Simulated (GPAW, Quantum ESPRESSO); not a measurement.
This is a calculation of TiSi2 for GPAW 26.7.0. The cell comes from a database or a generator and needn't be the stable form of this composition.

Contents of run.py:

```python
from ase.io import read
from gpaw import PW
from gpaw.dft import DFT

atoms = read('TiSi2.xyz')

dft = DFT(atoms,
          mode=PW(600),
          xc='PBE',
          kpts={'size': (7, 7, 10), 'gamma': True},
          occupations={'name': 'fermi-dirac', 'width': 0.05},
          nbands=21,
          convergence={'density': 1e-05, 'energy': 1e-05},
          maxiter=150,
          txt='gpaw.txt')
print(f'Energy: {dft.calculate_energy():.6f} eV')
print('Forces (eV/A):')
print(dft.calculate_forces().round(4))
print('Stress (eV/A^3):', dft.calculate_stress().round(6))
dft.write_gpw_file('gs.gpw')
```

File TiSi2.xyz:

```xyz
3
Lattice="4.3746402718 0.0000000000 0.0000000000 -2.1873201359 3.7885496078 0.0000000000 0.0000000000 0.0000000000 2.5610100000" Properties=species:S:1:pos:R:3 pbc="T T T"
Ti     0.0000000000      0.0000000000      0.0000000000
Si    -0.0000000002      2.5256997387      1.2805050000
Si     2.1873201361      1.2628498691      1.2805050000
```

Potentials or basis: GPAW PAW data sets (gpaw-data 1.2.1), pw.

Run with:

```sh
$ OMP_NUM_THREADS=1 python run.py
```

What does the same run look like in Quantum ESPRESSO 7.5 (ASE script)? Potentials or basis there: SSSP 1.3 efficiency PBE, cutoff 748 eV.

As run (cutoffs and basis follow the program's own potentials, and thresholds, step limits or extra output files can differ):

File run.py:

```python
import numpy as np
from ase.calculators.espresso import Espresso, EspressoProfile
import spglib
from ase import Atoms
from ase.io import read

atoms = read('TiSi2.cif')
cell, pos, num = spglib.standardize_cell((atoms.cell[:], atoms.get_scaled_positions(), atoms.numbers), to_primitive=True, symprec=1e-4)
atoms = Atoms(numbers=num, cell=cell, scaled_positions=pos, pbc=True)

input_data = {
    'control': {'calculation': 'scf', 'prefix': 'pwscf', 'outdir': './tmp', 'tprnfor': True, 'tstress': True, 'disk_io': 'nowf'},
    'system': {'ecutwfc': 55.0, 'ecutrho': 440.0, 'nbnd': 16, 'occupations': 'smearing', 'smearing': 'fd', 'degauss': 0.00367493},
    'electrons': {'conv_thr': 6e-10, 'electron_maxstep': 120, 'mixing_beta': 0.5},
}
pseudopotentials = {'Ti': 'ti_pbe_v1.4.uspp.F.UPF', 'Si': 'Si.pbe-n-rrkjus_psl.1.0.0.UPF'}
profile = EspressoProfile(command='pw.x', pseudo_dir='pseudo')
dft = Espresso(profile=profile, input_data=input_data, pseudopotentials=pseudopotentials, kpts=(7, 7, 10), koffset=(0, 0, 0))
atoms.calc = dft

print(f'energy {atoms.get_potential_energy():.8f} eV')
print('forces (eV/A)')
print(np.round(atoms.get_forces(), 6))
print('stress (eV/A^3, Voigt)')
print(np.round(atoms.get_stress(), 8))
print(f'Fermi level {dft.get_fermi_level():.4f} eV')
```

The input TiSi2.cif:

```cif
data_TiSi2
_cell_length_a 4.37464027
_cell_length_b 4.37464027
_cell_length_c 2.56101000
_cell_angle_alpha 90.00000000
_cell_angle_beta 90.00000000
_cell_angle_gamma 120.00000000
_space_group_name_H-M_alt 'P6/mmm'
_space_group_name_Hall '-P 6 2'
_space_group_IT_number 191
loop_
_space_group_symop_operation_xyz
'x,y,z'
'-x,-y,-z'
'x-y,x,z'
'-x+y,-x,-z'
'-y,x-y,z'
'y,-x+y,-z'
'-x,-y,z'
'x,y,-z'
'-x+y,-x,z'
'x-y,x,-z'
'y,-x+y,z'
'-y,x-y,-z'
'-y,-x,-z'
'y,x,z'
'-x,-x+y,-z'
'x,x-y,z'
'-x+y,y,-z'
'x-y,-y,z'
'y,x,-z'
'-y,-x,z'
'x,x-y,-z'
'-x,-x+y,z'
'x-y,-y,-z'
'-x+y,y,z'
loop_
_atom_site_label
_atom_site_type_symbol
_atom_site_symmetry_multiplicity
_atom_site_Wyckoff_symbol
_atom_site_fract_x
_atom_site_fract_y
_atom_site_fract_z
_atom_site_occupancy
Ti1 Ti 1 a 0.0000000000 0.0000000000 0.0000000000 1
Si1 Si 2 d 0.3333333333 0.6666666667 0.5000000000 1
```

Potentials or basis: SSSP 1.3 efficiency PBE.

Command:

```console
$ OMP_NUM_THREADS=1 python run.py
```

Both were run:

|  | GPAW | Quantum ESPRESSO |
| --- | --- | --- |
| Pressure | 0.1 GPa | -0.2 GPa |

Pressure is positive in compression.
